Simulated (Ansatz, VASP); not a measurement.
# Ir in VASP and in Ansatz

```
CELL_PARAMETERS angstrom
2.73975 0.00000 0.00000
-1.36987 2.37269 0.00000
0.00000 0.00000 8.93742
ATOMIC_POSITIONS crystal
Ir 0.00000 0.00000 0.00000
Ir 0.00000 0.00000 0.50000
Ir 0.33333 0.66667 0.75000
Ir 0.66667 0.33333 0.25000
```

Alike in both runs: functional PBE; k mesh 21 × 21 × 6; occupations gaussian, width 0.1 eV; no spin polarisation.

Ansatz relaxed the structure, and its values are those at the end. VASP's run is a single point on that final structure, the one shown.

```csv
,VASP,Ansatz
version,VASP 6.6.1,Ansatz 0.2.0
potentials or method,"VASP PAW PBE potentials, release 64 (Ir)","scalar-relativistic, plane waves, PAW"
plane-wave cutoff (eV),520,420
valence electrons in the cell,36,68
```

```csv
,VASP,Ansatz,Ansatz less VASP
gap on the k mesh at the Fermi level (eV),none,none,-
pressure (GPa),0.5,0.0,-0.50
```

A gap of «none» marks a metal or a gap that the smearing closes. The functional is the same, so the differences come from potentials, cutoffs and numerics. The two sets of potentials don't hold the same shells in valence.

Spin-orbit coupling is left out, which matters for the levels of Ir.
